## Notebook page: the band gap of diamond, computed and measured

The band gap is the energy between the highest filled and the lowest empty level of the crystal. Three rows carry most of this page: PBE in ABINIT with PseudoDojo potentials (ABINIT 10.8.3 (4)), all-electron PBE in exciting (exciting sodium (2)), and Hartree-Fock (ABINIT 10.8.3 (6)).

Band gap of diamond (Fd-3m, 2-atom cell, edges 2.522 Å), computed without spin polarisation for one unrelaxed cell in several programs and levels of theory. Computed gaps are taken between levels on the k-mesh. The measured gap is 5.5 eV, an approximate value from optical absorption of a bulk crystal (arXiv:2306.06972; values found: 5.47 to 5.5 eV).

| program | functional | how the value is got | potentials or basis | wave cutoff (eV) | k-mesh | computed band gap (eV) | computed less measured (eV) |
| --- | --- | --- | --- | --- | --- | --- | --- |
| GPAW 26.7.0 (1) | WC | Kohn-Sham, on the mesh | PAW data sets made by gpaw setup for the functional | 800 | 10x10x10 | 4.084 | -1.42 |
| exciting sodium (1) | LDA | Kohn-Sham, on the mesh | all electron LAPW+lo, shipped species files | n/a | 8x8x8 | 4.102 | -1.40 |
| ABINIT 10.8.3 (1) | LDA | Kohn-Sham, on the mesh | HGH LDA | 1088 | 13x13x13 | 4.128 | -1.37 |
| FLEUR MaX-R8.1 (later development tree) | PBE | Kohn-Sham, on the mesh | all electron | n/a | 13x13x13 | 4.148 | -1.35 |
| ABINIT 10.8.3 (2) | LDA | Kohn-Sham, on the mesh | PseudoDojo NC SR LDA v0.4 stringent | 1116 | 13x13x13 | 4.151 | -1.35 |
| ABINIT 10.8.3 (3) | LDA-Teter | Kohn-Sham, on the mesh | PseudoDojo NC SR LDA v0.4.1 standard | 1116 | 13x13x13 | 4.152 | -1.35 |
| exciting sodium (2) | PBE | Kohn-Sham, on the mesh | all electron LAPW+lo, shipped species files | n/a | 13x13x13 | 4.152 | -1.35 |
| GPAW 26.7.0 (2) | RPBE | Kohn-Sham, on the mesh | GPAW PAW data sets (gpaw data 1.2.1) | 550 | 10x10x10 | 4.171 | -1.33 |
| ABACUS 3.10.1 | PBE | Kohn-Sham, on the mesh | PseudoDojo NC SR 0.4.1 PBE standard | 1116 | 13x13x13 | 4.200 | -1.30 |
| ABINIT 10.8.3 (4) | PBE | Kohn-Sham, on the mesh | PseudoDojo NC SR PBE v0.5 stringent | 1116 | 13x13x13 | 4.200 | -1.30 |
| ABINIT 10.8.3 (5) | r2SCAN | Kohn-Sham, on the mesh | JTH PAW LDA v2.0 | 653 | 13x13x13 | 4.330 | -1.17 |
| ABINIT 10.8.3 (6) | HF | Kohn-Sham, on the mesh | SPMS NC PBE v1.0 | 816 | 8x8x8 | 12.56 | 7.06 |

**1. In which direction do LDA, WC and PBE miss the measured gap?**

All nine of these rows come out too small, on average by 1.35 eV. The RPBE row is not counted among them, as a precaution. Its own record calls the settings sound and holds no warning, but the notes to the data carry a caution about them that comes from tests on other systems, not from this run. The row tells the same story: its gap is 1.33 eV too small, and including it would leave the average at 1.35 eV.

The true error is larger still. Atoms in a real crystal vibrate even in the cold, and in diamond this zero-point motion lowers the gap by very roughly 0.35 eV. The calculations hold the atoms still, and the true gap of such a motionless crystal lies above the measured value. The PBE row from ABINIT, 1.30 eV short of the measurement, is then about 1.65 eV short of the gap of a motionless crystal. Optical absorption can also begin a little below the gap, because the excited electron and the hole it leaves attract each other. Neither that nor the temperature of the sample is corrected for here.

**2. Would another program have given a better answer?**

Hardly. The four PBE rows differ by at most 0.05 eV, about 4 percent of their mean shortfall against the measurement. Independent codes agree on what PBE gives for this cell, and what they agree on is far from the experiment.

**3. Why do the PBE rows still fall into two pairs?**

ABINIT and ABACUS both give 4.200 eV, while exciting and FLEUR give 4.152 and 4.148 eV. The first two use PseudoDojo potentials, which replace the core electrons; the other two treat all electrons. Since each pair joins two different codes, the small step between the pairs follows the potentials and basis. LDA within ABINIT supports this: exchanging HGH for PseudoDojo potentials moves the gap by 0.02 eV, though the HGH run had a cutoff too short for its stress, which may play a part in so small a step.

**4. What changes when LDA is replaced by PBE?**

The gap rises by about 0.05 eV, as much as it does on going from all electrons to PseudoDojo potentials. LDA with PseudoDojo potentials therefore matches all-electron PBE almost exactly, although the two runs differ in both respects. That agreement is an accident.

If the two steps simply add, three rows predict a fourth. Adding the LDA-to-PBE step of exciting, 0.050 eV, to the PseudoDojo LDA gap of 4.151 eV gives 4.201 eV for PseudoDojo PBE, a row not used in the prediction. The computed value is 4.200 eV. So close a hit shouldn't be overrated, because the LDA run in exciting used a smaller basis and a coarser mesh than the PBE run, and the mesh alone can shift the comparison by about 0.01 eV.

The r2SCAN row lies 0.13 eV above PBE in the same program. It was run with data sets made for LDA and with overlapping atomic spheres, and the program warned that the density fell too low at some points and had to be reset, so the rise can't be credited to the functional alone.

**5. What would a finer mesh do, and which digits can be trusted?**

The highest filled level sits at the centre of the Brillouin zone, a point that the mesh contains. The lowest empty level lies part of the way to the zone face, usually between mesh points. The gap read from the mesh is then too wide by about $\hbar^2(\Delta k)^2/2m$, where $\Delta k$ is the distance from the minimum to the nearest mesh point and $m$ is the effective mass of an electron there. With rough values for the position and the mass, the excess is at most about 0.01 eV for the 13x13x13 mesh and 0.04 eV for the 10x10x10 mesh. Refining the mesh removes it in the end, but not steadily: the coarser 8x8x8 mesh happens to have a point close to the minimum.

A fair statement for LDA, WC and PBE is thus "4.1 to 4.2 eV". Inside that range, the order of rows with different potentials or meshes has no physical meaning. The third decimal is useful only between runs that share potentials and mesh.

**6. Why does Hartree-Fock miss in the opposite direction?**

Its gap of 12.56 eV is more than twice the measured one. (The table lists this row as Kohn-Sham, but it is a Hartree-Fock calculation.) The reason lies in how each theory treats an added electron.

In LDA and PBE, filled and empty levels belong to one common potential that depends smoothly on the density. In the exact theory this potential jumps when an electron is added across the gap. The smooth functionals lack the jump. A difference between levels of one fixed potential leaves it out in any case, so even the exact potential is expected to give too small a value.

In Hartree-Fock, exchange frees an electron in a filled level from repelling itself, whereas an electron added to an empty level is repelled by all the filled ones, with less relief from exchange. This opens the gap. But the other electrons are kept frozen, while in a real crystal they shift to screen the added charge and so lower its cost. Without that screening the gap becomes far too wide.

**7. How much exchange would close the gap to experiment?**

Let $a$ be the share of Hartree-Fock exchange mixed into PBE, and assume that the gap $E$ grows in proportion to it:

$$E(a) = E_{\mathrm{PBE}} + a\,(E_{\mathrm{HF}} - E_{\mathrm{PBE}}).$$

At some distance from a charge in the crystal, screening divides its field by the dielectric constant, roughly 5.7 for diamond. A sensible guess for the share is therefore $a \approx 1/5.7$, a little under a fifth. With the two ABINIT rows this gives

$$E \approx 4.20 + \frac{12.56 - 4.20}{5.7} \approx 5.7\ \mathrm{eV}.$$

The result falls between the measured 5.5 eV and the roughly 5.85 eV expected for motionless atoms. Read backwards, the line needs a share of 16 percent to reach the first and 20 percent to reach the second. The measured gap was not used to set the line, but no run at an intermediate share tests it. Its upper end is also soft: the Hartree-Fock row has no correlation, which PBE with all its exchange replaced would keep, and it used a potential made for PBE, a cutoff too short for its stress and a thinned mesh for the exchange. The printed output after this page gives these shares and the comparisons above.

**8. What would change if the crystal were silicon?**

Silicon has the same structure, but its electrons are held more loosely and screen about twice as strongly. By the argument above, it should need a smaller share of exchange. The errors are known to point the same way: for silicon, LDA and PBE give only about half the measured gap, and Hartree-Fock gives far too much. For either crystal, someone who needs a realistic gap should choose the level of theory first and the program second.

Output of the analysis:

```
usable LDA, WC and PBE rows (count): 9
spread of these rows (eV): 0.116
mean shortfall of these rows against measurement (eV): 1.354
spread of the four PBE rows (eV): 0.052
PBE spread as share of the mean PBE shortfall (percent): 3.925
PBE, exciting less FLEUR, both all-electron (eV): 0.004
PBE, ABINIT less ABACUS, both PseudoDojo (eV): 0
PBE, PseudoDojo in ABINIT less all-electron exciting (eV): 0.048
LDA in ABINIT, PseudoDojo less HGH (eV): 0.023
PBE less LDA, PseudoDojo in ABINIT (eV): 0.049
PBE less LDA, exciting, meshes differ (eV): 0.05
PBE less LDA in the direct gap, PseudoDojo in ABINIT (eV): 0.06476
PBE less LDA in the direct gap, exciting (eV): 0.05237
additive prediction for PseudoDojo PBE in ABINIT (eV): 4.201
miss of the additive prediction (eV): 0.001
same miss with the mesh estimate for a minimum at 0.73 removed (eV): -0.007978
r2SCAN less PseudoDojo PBE, both in ABINIT (eV): 0.13
Hartree-Fock gap over measured gap (ratio): 2.283
PBE shortfall if zero-point motion lowers the real gap by a rough 0.35 eV (eV): 1.651
share of the way from PBE to Hartree-Fock that reaches the measured gap (percent): 15.56
same share with the rough 0.35 eV added to the target (percent): 19.74
direct gaps and estimated excess of the on-mesh gap:
                                      row  direct gap (eV)  excess if minimum at 0.73 (eV)  excess if minimum at 0.76 (eV)
                          GPAW 26.7.0 (1)            5.574                         0.03862                         0.01261
                      exciting sodium (1)            5.547                        0.003153                       0.0007882
                        ABINIT 10.8.3 (1)            5.561                         0.01213                       0.0006716
  FLEUR MaX-R8.1 (later development tree)              5.6                         0.01213                       0.0006716
                        ABINIT 10.8.3 (2)             5.56                         0.01213                       0.0006716
                        ABINIT 10.8.3 (3)             5.56                         0.01213                       0.0006716
                      exciting sodium (2)            5.599                         0.01213                       0.0006716
                          GPAW 26.7.0 (2)            5.605                         0.03862                         0.01261
                            ABACUS 3.10.1            5.624                         0.01213                       0.0006716
                        ABINIT 10.8.3 (4)            5.624                         0.01213                       0.0006716
                        ABINIT 10.8.3 (5)            5.871                         0.01213                       0.0006716
                        ABINIT 10.8.3 (6)            14.98                        0.003153                       0.0007882
```
